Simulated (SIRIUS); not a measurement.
## Eu under changes of volume

One of the cells (48.859 Å³/atom); the others are scaled copies at fixed shape and fractional positions:

```
Eu
1.0
    -2.30300    2.30300    2.30300
     2.30300   -2.30300    2.30300
     2.30300    2.30300   -2.30300
Eu
1
Direct
  0.00000 0.00000 0.00000
```

* Program: SIRIUS 7.12.0
* Functional: PBEsol
* Potentials or basis: all-electron FP-LAPW
* Cutoff: 168 eV
* Basis: apw+lo standard
* k mesh: 8 × 8 × 8
* Occupations: fermi-dirac, width 0.05 eV
* Spin: collinear spin, ferromagnetic start
* Starting moments: [7.0] μB

| volume (Å³/atom) | energy over the lowest point (meV/atom) | moment (μB per cell) |
| --- | --- | --- |
| 45.927 | 0.00 | 7.37 |
| 46.904 | 14.13 | 7.39 |
| 47.882 | 29.59 | 7.40 |
| 48.859 | 45.57 | 7.41 |
| 49.836 | 62.12 | 7.42 |
| 50.813 | ? | ? |
| 51.790 | 97.54 | 7.43 |

Q: What does the run at 50.813 Å³/atom give?

A: Energy over the lowest point 79.43 meV/atom; moment 7.42 μB per cell.

Worked out: A Birch-Murnaghan fit of order 3 (a polynomial in V^(-2/3)) to the other rows has no minimum within the range. It gives 79.58 meV/atom at 50.813 Å³/atom, against the run's 79.43. A straight line through the other rows of the moment, of slope 0.00994 μB per Å³/atom, gives 7.43 μB, against the run's 7.42.

Energies are extrapolated to zero smearing.
